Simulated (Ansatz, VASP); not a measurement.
## One calculation of TiN, two programs

File INCAR:

```
SYSTEM = TiN
PREC = Accurate
ENCUT = 520
EDIFF = 1E-7
ISMEAR = -5
SIGMA = 0.1
LREAL = .FALSE.
LASPH = .TRUE.
NELM = 80
ALGO = Normal
ISIF = 2
LWAVE = .FALSE.
LCHARG = .FALSE.
GGA = PE
NBANDS = 16
```

File KPOINTS:

```
Automatic mesh
0
G
  16 16 16
  0 0 0
```

File POSCAR:

```
TiN
1.0
    0.0000000000      2.1019899127      2.1019899127
    2.1019899127      0.0000000000      2.1019899127
    2.1019899127      2.1019899127      0.0000000000
Ti N
1 1
Direct
    0.0000000000      0.0000000000      0.0000000000
    0.5000000000      0.5000000000      0.5000000000
```

Input for Ansatz:

```yaml
crystal:
  lattice:
    - [0.0, 2.1019899127, 2.1019899127]
    - [2.1019899127, 0.0, 2.1019899127]
    - [2.1019899127, 2.1019899127, 0.0]
  atoms:
    - { symbol: Ti, position: [0.0, 0.0, 0.0] }
    - { symbol: "N", position: [0.5, 0.5, 0.5] }
kpoints:
  mp_grid: { grid: [16, 16, 16] }
scf:
  occupations: { method: tetrahedron }
hamiltonian:
  xc: pbe
  pseudopotentials: { kind: all_electron, lapw: { basis_error: 0.0005 } }
output:
  forces: true
  stress: true
  eigenvalues: true
```

The cell was relaxed by an earlier calculation.

Alike in both runs: task single point; functional PBE; k mesh 16 × 16 × 16; occupations tetrahedron; no spin polarisation.

|  | VASP | Ansatz |
| --- | --- | --- |
| version | VASP 6.6.1 | Ansatz 0.2.0 |
| potentials or method | VASP PAW PBE potentials, release 64 (Ti_sv, N) | all-electron LAPW, scalar-relativistic |
| plane-wave cutoff (eV) | 520 | see its input |

Ansatz gave:

| Item | Value |
| --- | --- |
| gap on the k mesh at the Fermi level (eV) | none |
| pressure (GPa) | 9.0 |

Question: Estimate VASP's values.

Answer: gap on the k mesh at the Fermi level (eV): none; pressure (GPa): 9.4.

A gap of «none» marks a metal or a gap that the smearing closes. Ansatz ran all-electron here, so the differences hold the error of VASP's frozen core and of both bases. Ansatz warned: «band_table_not_solved_further».

Caveats: tetrahedron occupations give inexact forces and stress in metals.
